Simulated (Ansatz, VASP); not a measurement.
## One calculation of Be, two programs

```
Be
1.0
     0.00000    1.59421    1.59421
     1.59421    0.00000    1.59421
     1.59421    1.59421    0.00000
Be
1
Direct
  0.00000 0.00000 0.00000
```

Alike in both runs: task single point; functional PBE; k mesh 30 × 30 × 30; occupations gaussian, width 0.1 eV; no spin polarisation.

|  | VASP | Ansatz |
| --- | --- | --- |
| version | VASP 6.6.1 | Ansatz 0.2.0 |
| potentials or method | VASP PAW PBE potentials, release 64 (Be) | scalar-relativistic, plane waves, PAW |
| plane-wave cutoff (eV) | 520 | 420 |
| valence electrons in the cell | 2 | 2 |

Ansatz gave:

```
gap on the k mesh at the Fermi level (eV) : none
pressure (GPa)                            : -3.4
```

Question: Which values does VASP return?

Answer: gap on the k mesh at the Fermi level (eV): none; pressure (GPa): -3.2.

A gap of «none» marks a metal or a gap that the smearing closes.
